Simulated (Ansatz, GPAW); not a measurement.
# Geometry or basis: what sets the conductance of a Pd chain with one Cu atom in line, part 2 of 4

Wanted: T(E) of a Pd chain with one Cu atom in line at a relaxed geometry in two programs, beside the unrelaxed structure.

GPAW 26.7.0 and Ansatz 0.2.0; Ansatz plane waves; relaxation of the junction with the lead ends held; PAW set soft_1 (the session's first sound run).

So far. Step 2 (Relaxing the atoms): The relaxation lowered the energy of the cell by 0.0982 eV.

### 3. Plane waves, PBE

Plane waves give the reference curve, free of the bias of atom-centred orbitals.

This step: Ansatz plane waves; Landauer transmission by layers, zero bias; PAW set soft_1 (Ansatz 0.2.0).

The input, input.yaml:

```yaml
crystal:
  lattice:
    - [9.0, 0.0, 0.0]
    - [0.0, 9.0, 0.0]
    - [0.0, 0.0, 42.246]
  atoms:
    - { symbol: Pd, position: [0.5, 0.5, 0.0295886001] }
    - { symbol: Pd, position: [0.5, 0.5, 0.0887658003] }
    - { symbol: Pd, position: [0.5, 0.5, 0.1479430005] }
    - { symbol: Pd, position: [0.5, 0.5, 0.2071202007] }
    - { symbol: Pd, position: [0.5, 0.5, 0.2662974009] }
    - { symbol: Pd, position: [0.5, 0.5, 0.3254746011] }
    - { symbol: Pd, position: [0.5036568202, 0.5232231264, 0.3853539388] }
    - { symbol: Pd, position: [0.4913681962, 0.4495189295, 0.4446274847] }
    - { symbol: Cu, position: [0.5011517764, 0.5274107962, 0.5000663125] }
    - { symbol: Pd, position: [0.4991639356, 0.4480069975, 0.5554447681] }
    - { symbol: Pd, position: [0.4981136478, 0.5238040913, 0.6146573696] }
    - { symbol: Pd, position: [0.5, 0.5, 0.6745253989] }
    - { symbol: Pd, position: [0.5, 0.5, 0.7337025991] }
    - { symbol: Pd, position: [0.5, 0.5, 0.7928797993] }
    - { symbol: Pd, position: [0.5, 0.5, 0.8520569995] }
    - { symbol: Pd, position: [0.5, 0.5, 0.9112341997] }
    - { symbol: Pd, position: [0.5, 0.5, 0.9704113999] }
kpoints:
  mp_grid: { grid: [1, 1, 2] }
hamiltonian:
  xc: pbe
  pseudopotentials: { kind: paw, azcp: { folder: soft_1 } }
scf:
  occupations: { method: fermi_dirac, width: 0.1 }
output:
  transmission:
    leads: [[0, 1]]
    e_range: [-2, 2]
    de: 0.025
    kmesh: [1, 1]
    reduced_basis: true
  write_potential: true
  write_density: true
  volumetric_format: npy
  elf: true
```

Command:

```bash
$ ansatz run input.yaml --threads 4 --pin off --max-ram 8192MiB --backend cpu --events-out ev --progress --plain --runs-dir out
```

Numbers of over 12 decimals in the logs are rounded to 6 here.

The program printed:

```text
[...]
Crystal: 17 atoms, lattice volume = 3421.926 Å³
Basis set: ecut = 420 eV, 66897 PW (Γ)
Bands: 185, of which v1, the nominal top of the filled ones, is band 154 counted from 1 (153 counted from 0)
Symmetry: 1 space group operations
[...]
k-points: 2
[...]
SCF iter   1: F=—  HF=-118166.381462 eV  |F-HF|=—  |Δ(HF+E_count)|=         —  Δρ=4.56e-2  dr2=1.18e2  ethr=3.10e-3  ⟨swp⟩=13.5  Hψ=1707  notcnv=0
[...]
SCF iter  19: F=-118150.186325 eV  HF=-118150.186325 eV  |F-HF|=2.73e-8  |Δ(HF+E_count)|=   6.52e-9  Δρ=7.44e-7  dr2=3.10e-8  ethr=3.26e-11  ⟨swp⟩=25.0  Hψ=1729  notcnv=0
SCF 1 converged in 19 iterations: F = -118150.186325 eV  dr2 = 3.10e-8
[...]
transmission: 53 of 318 steps passed
transmission: 106 of 318 steps passed
[...]
transmission: 318 of 318 steps passed
WARN: The output density's exchange-correlation potential varies sharply where the density is thin. Do not read a vacuum level from v_tot or v_xc, or from such a field of the output density. On a cell that repeats whose density bears no net charge and no dipole along the vacuum's axis use v_es (v_loc + v_h of the components); under efield.dipole_correction with no amplitude use v_es + v_field, which holds any externa [...]
SCF converged after 19 iterations
Free energy (F): -118150.186325 eV
[...]
Internal energy: -118148.461035 eV  (E = F + TS)
E sigma→0 (E₀):  -118149.323680 eV
Entropy (-TS):   -1.725290 eV (-101.488 meV/atom)
Fermi energy:    -3.478463 eV
[...]
--- Band table (eV) ---
  k-point 0: bands = [... 150 lower, -3.5711, -3.5163, -3.5049, -3.4774, -3.4482, -3.4115, -3.4056, -3.3705, ... 27 higher]
  k-point 1: bands = [... 150 lower, -3.5779, -3.5754, -3.5225, -3.4651, -3.4491, -3.4149, -3.3763, -3.3744, ... 27 higher]
--- Transmission ---
  basis      : 717 plane waves across, 53 finite elements along
  points     : 1, standing for a mesh of 1 x 1
  filling    : by the input's occupations and mesh, since the crystals that have channels conduct as metals do. If one of these is a semiconductor, that mesh has misplaced its level
  energies   : 161 from -2.000000 to 2.000000 eV about the Fermi level, 0.025000 eV apart; the leads are filled to 0.000000 eV, and channels, transmission and decay are at 0.000000 eV
  crystal 0  : Pd1, at the sites [0, 1], period 2.5000 Å, over 30.00 Å; its Hamiltonian steps by up to 0.2 meV
    offset         : up to 0.0000 Å between an atom of the period and one for which it stands
    filled         : 10.6 meV under the level at which it is neutral
    channels       : 4.000000e0 a spin
    conductance    : 3.8152e14 S/m² at 300 K; may be off by some 0.0 % by where its bands' edges are placed, 0.1 % from the distance to neutral
  junction   : crystal 0 to crystal 0, 0.70 to 40.44 Å
    transmission   : 1.591656e0 a spin
    error estimate : 4.890978e-4 a spin from the reduction of the transverse basis, at the most 9.293300e-3 at -1.625000 eV
    conductance    : 1.5062e14 S/m² at 300 K (1.5075e14 on every other energy)
    error estimate : 0.1 % from the energy spacing and 0.0 % from band edges of the leads and from resonances (wavevectors taken as independent; lower de), 0.1 % from the reduction of the transverse basis, 0.1 % from the steps of its leads' Hamiltonians or their offsets (lay more layers), 2.8 % from the distance to neutral
    resistance     : 4.0179e-3 Ω µm² beyond half of each lead's own
```

Run time: 2.6 min. Hardware: 4 threads of Arm Neoverse V1, shared host; peak memory 5.4 GiB; 8 min of CPU time.

In the SCF lines HF is the Harris–Foulkes energy and dr2 the Hartree energy of the density residual, in eV; the loop may stop once dr2 is under the threshold and the program's other checks hold. Hψ counts applications of the Hamiltonian.

This step gave:

```yaml
lead_level: 0 eV from the Fermi level
transmission_at_the_fermi_level_one_spin: 1.592
open_channels_of_the_lead_at_the_fermi_level_one_spin: 4
step_of_the_potential_along_the_lead: 0.2 meV
offset_of_the_lead: 0 Å
filling_of_the_lead_less_its_bulk_value_in_size: 10.6 meV
conductance: 1.575 G₀
```

One spin. The transmission, zone mean by energy, zero at the Fermi level:

| energy (eV) | transmission, zone mean |
| --- | --- |
| -2.000 | 1.12 |
| -1.900 | 1.48 |
| -1.800 | 1.90 |
| -1.700 | 2.08 |
| -1.600 | 2.25 |
| -1.500 | 2.53 |
| -1.400 | 2.83 |
| -1.300 | 2.97 |
| -1.200 | 2.99 |
| -1.100 | 2.94 |
| -1.000 | 2.22 |
| -0.900 | 2.84 |
| -0.875 | 2.88 |
| -0.800 | 2.70 |
| -0.700 | 2.22 |
| -0.625 | 2.72 |
| -0.600 | 2.57 |
| -0.500 | 1.51 |
| -0.400 | 2.09 |
| -0.350 | 2.15 |
| -0.300 | 2.10 |
| -0.200 | 2.03 |
| -0.100 | 1.91 |
| 0.000 | 1.59 |
| 0.100 | 1.13 |
| 0.200 | 0.927 |
| 0.300 | 0.930 |
| 0.400 | 0.940 |
| 0.500 | 0.951 |
| 0.600 | 0.961 |
| 0.700 | 0.969 |
| 0.800 | 0.976 |
| 0.900 | 0.982 |
| 1.000 | 0.987 |
| 1.100 | 0.991 |
| 1.200 | 0.994 |
| 1.300 | 0.996 |
| 1.400 | 0.998 |
| 1.500 | 0.999 |
| 1.600 | 0.999 |
| 1.700 | 1.000 |
| 1.800 | 1.000 |
| 1.900 | 1.000 |
| 2.000 | 1.000 |

One spin. The open channels, zone mean by energy, zero at the Fermi level:

| energy (eV) | open channels, zone mean |
| --- | --- |
| -2.000 | 3 |
| -1.800 | 3 |
| -1.600 | 3 |
| -1.400 | 3 |
| -1.200 | 3 |
| -1.000 | 5 |
| -0.800 | 5 |
| -0.600 | 5 |
| -0.400 | 4 |
| -0.200 | 4 |
| 0.000 | 4 |
| 0.200 | 1 |
| 0.400 | 1 |
| 0.600 | 1 |
| 0.800 | 1 |
| 1.000 | 1 |
| 1.200 | 1 |
| 1.400 | 1 |
| 1.600 | 1 |
| 1.800 | 1 |
| 2.000 | 1 |

Crystal 0, spin -, k parallel (0, 0); distinct values, listed up to 1.5 1/Å. The Im kz of the slowest decaying states by energy, zero at the Fermi level:

| energy (eV) | decay 1 (Å⁻¹) | decay 2 (Å⁻¹) | decay 3 (Å⁻¹) | decay 4 (Å⁻¹) |
| --- | --- | --- | --- | --- |
| -2.000 | 0.728 | 0.818 | 0.819 | 1.35 |
| -1.800 | 0.679 | 0.728 | 0.729 | 1.33 |
| -1.600 | 0.614 | 0.615 | 0.625 | 1.31 |
| -1.400 | 0.452 | 0.453 | 0.565 | 1.29 |
| -1.200 | 0.0746 | 0.0798 | 0.497 | 1.27 |
| -1.000 | 0.418 | 1.25 | 1.26 | 1.37 |
| -0.800 | 0.320 | 1.23 | 1.24 | 1.35 |
| -0.600 | 0.174 | 1.21 | 1.21 | 1.22 |
| -0.400 | 0.395 | 0.395 | 1.19 | 1.20 |
| -0.200 | 0.552 | 1.17 | 1.17 | 1.28 |
| 0.000 | 0.656 | 0.656 | 1.15 | 1.15 |
| 0.200 | 0.0873 | 0.0876 | 0.102 | 0.734 |
| 0.400 | 0.177 | 0.178 | 0.225 | 0.797 |
| 0.600 | 0.228 | 0.228 | 0.302 | 0.850 |
| 0.800 | 0.263 | 0.263 | 0.361 | 0.894 |
| 1.000 | 0.289 | 0.289 | 0.411 | 0.933 |
| 1.200 | 0.307 | 0.307 | 0.454 | 0.966 |
| 1.400 | 0.320 | 0.320 | 0.492 | 0.971 |
| 1.600 | 0.327 | 0.327 | 0.525 | 0.943 |
| 1.800 | 0.330 | 0.330 | 0.555 | 0.914 |
| 2.000 | 0.327 | 0.327 | 0.582 | 0.884 |

Crystal 0, spin -, k parallel (0, 0). Table of Re kz of states that move upwards by energy, zero at the Fermi level:

| energy (eV) | channel 1 (Å⁻¹) | channel 2 (Å⁻¹) | channel 3 (Å⁻¹) | channel 4 (Å⁻¹) | channel 5 (Å⁻¹) |
| --- | --- | --- | --- | --- | --- |
| -2.000 | -0.781 | -0.781 | 0.603 | - | - |
| -1.800 | -0.711 | -0.711 | 0.637 | - | - |
| -1.600 | -0.646 | -0.646 | 0.672 | - | - |
| -1.400 | -0.586 | -0.586 | 0.707 | - | - |
| -1.200 | -0.527 | -0.527 | 0.744 | - | - |
| -1.000 | -0.470 | -0.470 | 0.486 | 0.486 | 0.783 |
| -0.800 | -0.413 | -0.413 | 0.750 | 0.750 | 0.826 |
| -0.600 | -0.355 | -0.355 | 0.873 | 1.10 | 1.10 |
| -0.400 | -0.294 | -0.293 | 0.204 | 0.927 | - |
| -0.200 | -0.226 | -0.226 | 0.335 | 0.993 | - |
| 0.000 | -0.141 | -0.140 | 0.425 | 1.08 | - |
| 0.200 | 0.497 | - | - | - | - |
| 0.400 | 0.557 | - | - | - | - |
| 0.600 | 0.609 | - | - | - | - |
| 0.800 | 0.655 | - | - | - | - |
| 1.000 | 0.695 | - | - | - | - |
| 1.200 | 0.732 | - | - | - | - |
| 1.400 | 0.765 | - | - | - | - |
| 1.600 | 0.796 | - | - | - | - |
| 1.800 | 0.825 | - | - | - | - |
| 2.000 | 0.853 | - | - | - | - |

The electrostatic potential energy of an electron (with the applied field's), less the Fermi level, planar mean oscillates, so the rows of the table below give means over windows of 2.49 Å about each position, cut where the curve ends. Its first 14 maxima inside the range that stand out by 2 % of the span (Å: eV): 2.5: 5.04, 5.0: 5.04, 7.5: 5.04, 10.0: 5.03, 12.5: 5.03, 15.0: 5.01, 17.6: 4.91, 19.9: 4.92, 22.3: 4.92, 24.8: 4.91, 27.3: 5.01, 29.8: 5.03, 32.3: 5.03, 34.8: 5.04. Its first 14 minima: 1.3: 3.38, 3.8: 3.37, 6.3: 3.37, 8.8: 3.37, 11.3: 3.36, 13.8: 3.34, 16.3: 3.28, 18.8: 3.26, 21.1: 3.50, 23.5: 3.26, 26.0: 3.28, 28.5: 3.34, 31.0: 3.36, 33.4: 3.37.

Table of electrostatic potential energy of an electron (with the applied field's), less the Fermi level, planar mean by z; means over each step:

z (Å), electrostatic potential energy of an electron (with the applied field's), less the Fermi level, planar mean (eV) and a bar from the least value:
```
     1.25       4.26 ##################
     3.74       4.26 ##################
     6.23       4.26 ##################
     8.71       4.25 ##################
    11.21       4.25 #################
    13.70       4.24 ###############
    16.19       4.18 #####
    18.68       4.16 
    21.17       4.32 ##############################
    23.66       4.16 
    26.15       4.19 ######
    28.64       4.24 ###############
    31.13       4.25 #################
    33.62       4.25 ##################
    36.10       4.26 ##################
    38.59       4.26 ##################
    41.09       4.18 ####
```

The valence density, planar mean oscillates, so the rows of the table below give means over windows of 2.49 Å about each position, cut where the curve ends. Its first 14 maxima inside the range that stand out by 2 % of the span (Å: e/Å³): 1.3: 0.213, 3.8: 0.214, 6.3: 0.214, 8.8: 0.215, 11.3: 0.215, 13.8: 0.215, 16.3: 0.216, 18.8: 0.216, 21.1: 0.344, 23.5: 0.216, 26.0: 0.216, 28.5: 0.215, 31.0: 0.215, 33.4: 0.215. Its first 14 minima: 2.5: 0.0148, 5.0: 0.0148, 7.5: 0.0149, 10.0: 0.0149, 12.5: 0.0149, 15.0: 0.0144, 17.6: 0.0143, 20.1: 0.0147, 22.1: 0.0147, 24.6: 0.0144, 27.3: 0.0144, 29.8: 0.0149, 32.3: 0.0149, 34.8: 0.0149.

Valence density, planar mean against z; means over each step:

| z (Å) | valence density, planar mean (e/Å³) |
| --- | --- |
| 1.25 | 0.0892 |
| 3.74 | 0.0892 |
| 6.23 | 0.0892 |
| 8.71 | 0.0892 |
| 11.21 | 0.0892 |
| 13.70 | 0.0891 |
| 16.19 | 0.0891 |
| 18.68 | 0.0893 |
| 21.17 | 0.0959 |
| 23.66 | 0.0892 |
| 26.15 | 0.0891 |
| 28.64 | 0.0892 |
| 31.13 | 0.0892 |
| 33.62 | 0.0892 |
| 36.10 | 0.0892 |
| 38.59 | 0.0892 |
| 41.09 | 0.0967 |

ELF in the cb plane at fractional x = 0.491, with atoms of Pd and Cu within 0.2 Å of it. It is the smooth field of the valence electrons, not physical close to the nuclei.

Ten even steps from '0' (0.00) to '9' (0.56), each cell a mean:
```
00000000000000000000000000000000000000000000
00000000000000000000000000000000000000000000
00000000000000000000000000000000000000000000
00000000000000000000000001000000000000000000
00000000000000000000000111111000000000000000
11011111001111100000001222221100000001111100
11111111111221110000112233332111000111221111
22222222222232211111222333333221111112332222
32233333223565322222233223322332222224564323
53346775335777632333343223222443333247777433
74367677436646743466654239622456654357557535
75466457446645744677764239723577775357446536
75366567436767644754564323333575466347777535
64357776334676434754664333333575466335765334
43334553323333322677753344443377774223333323
22222322222222212366532234432246652112222222
21112221111111111233221123211123321111111111
11111111111110000112111011110112211000011111
00000000000000000011100000000011110000000000
00000000000000000000000000000000000000000000
00000000000000000000000000000000000000000000
00000000000000000000000000000000000000000000
00000000000000000000000000000000000000000000
00000000000000000000000000000000000000000000
```
Columns run along c (16.0 Å, from fractional 0.28 to 0.66 of the cell), rows up along b (9.0 Å). Atoms in or near the plane, at fractional coordinates: Pd at (0.33, 0.50), Pd at (0.39, 0.52), Pd at (0.44, 0.45), Cu at (0.50, 0.53), Pd at (0.56, 0.45), Pd at (0.61, 0.52).

Electrostatic potential energy in the cb plane at fractional x = 0.491, with atoms of Pd and Cu within 0.2 Å of it. With pseudopotentials it is smooth inside the atoms' cores, unlike the true potential.

Values in eV, 13 rows by 16 columns, each cell a mean:
```
  2   2   2   2   2   2   2   2   2   2   2   2   2   2   2   2
  2   2   2   2   2   2   2   2   2   2   2   2   2   2   2   2
  2   2   2   2   2   2   2   2   2   2   2   2   2   2   2   2
  2   1   1   1   1   1   2   2   1   1   1   2   2   1   1   1
  0  -2  -2  -1  -9  -2   1   1  -2  -8   0   1   1  -4  -8   0
-13 -25 -30 -12 -48 -17  -6  -8 -16 -48  -8  -9  -4 -28 -44  -8
-24 -39 -46 -14 -51 -19 -35 -40 -18 -47 -13 -47 -23 -30 -46 -13
 -8 -16 -19  -2 -12  -4 -35 -41  -4  -7  -8 -48 -24  -6 -11  -3
  1   0   0   1   1   0  -7  -9   0   1  -1 -12  -4   1   1   1
  2   2   2   2   2   1   1   1   1   2   1   0   1   1   2   2
  2   2   2   2   2   2   1   1   2   2   2   1   1   2   2   2
  2   2   2   2   2   2   2   2   2   2   2   2   2   2   2   2
  2   2   2   2   2   2   2   2   2   2   2   2   2   2   2   2
```
Columns run along c (16.0 Å, from fractional 0.28 to 0.66 of the cell; values clipped at the 3rd and 97th percentile), rows up along b (9.0 Å). Atoms in or near the plane, at fractional coordinates: Pd at (0.33, 0.50), Pd at (0.39, 0.52), Pd at (0.44, 0.45), Cu at (0.50, 0.53), Pd at (0.56, 0.45), Pd at (0.61, 0.52).

Valence density in the cb plane at fractional x = 0.491, with atoms of Pd and Cu within 0.2 Å of it. It is the smooth field of the valence electrons, not physical close to the nuclei.

Ten steps, logarithmic in the rise over the least value, from '0' (0 e/Å³) to '9' (40 e/Å³), each cell a mean:
```
00000000000000000000000000000000000000000000
00000000000000000000000000000000000000000000
00000000000000000000000000000000000000000000
00000000000000000000000000000000000000000000
00000000000000000000000000000000000000000000
00000000000000000000000000000000000000000000
00000000000000000000000000000000000000000000
00000000000000000000000000000000000000000000
00000100000121100000000001100000000001221000
21012331112454210000000135420000000013553101
41125663113676411123211269841112221125775212
52136775214677421356521269941135642125775313
52136764212565311477641136521257763124664212
31124542101232111477641112111257763112332101
10001111000000001256420000000135542000000000
00000000000000000122110000000012210000000000
00000000000000000000000000000000000000000000
00000000000000000000000000000000000000000000
00000000000000000000000000000000000000000000
00000000000000000000000000000000000000000000
00000000000000000000000000000000000000000000
00000000000000000000000000000000000000000000
00000000000000000000000000000000000000000000
00000000000000000000000000000000000000000000
```
Columns run along c (16.0 Å, from fractional 0.28 to 0.66 of the cell), rows up along b (9.0 Å). Atoms in or near the plane, at fractional coordinates: Pd at (0.33, 0.50), Pd at (0.39, 0.52), Pd at (0.44, 0.45), Cu at (0.50, 0.53), Pd at (0.56, 0.45), Pd at (0.61, 0.52).

T at the Fermi level is 1.59 of 4 open channels a spin.

(Part 2 of 4 ends here.)

[Logs are printed without paths, hosts, clocks, repeated set-up lines and the standing remarks that a program may print on its own settings, such as how far it seeks lower states.]

[Hosts, paths, dates, database ids (printed as entryN), source tags and the programs' standing remarks are cut or masked in the printed files.]
